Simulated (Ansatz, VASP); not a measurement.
## One calculation of MnO, two programs

```
CELL_PARAMETERS angstrom
0.00000 2.24000 2.24000
2.24000 0.00000 2.24000
2.24000 2.24000 0.00000
ATOMIC_POSITIONS crystal
Mn 0.00000 0.00000 0.00000
O 0.50000 0.50000 0.50000
```

Alike in both runs: task single point; functional PBE; k mesh 7 × 7 × 7; occupations fermi-dirac, width 0.05 eV; collinear spin.

```csv
,VASP,Ansatz
version,VASP 6.6.1,Ansatz 0.2.0
potentials or method,"VASP PAW PBE potentials, release 64 (Mn_pv, O)","PAW, plane waves, scalar-relativistic"
plane-wave cutoff (eV),520,420
valence electrons in the cell,19,21
```

|  | VASP | Ansatz | Ansatz less VASP |
| --- | --- | --- | --- |
| pressure (GPa) | -3.3 | -3.5 | -0.17 |
| net moment per atom (μB) | 2.39 | 2.39 | -0.001 |
| size of the moment on the site where the two differ most (μB) | 4.34 | 4.07 | -0.273 |

Site moments also hang on the region over which each program counts them. The two sets of potentials don't hold the same shells in valence.

Caveats: a cell with one magnetic atom can't hold antiferromagnetic order, which such compounds often take.
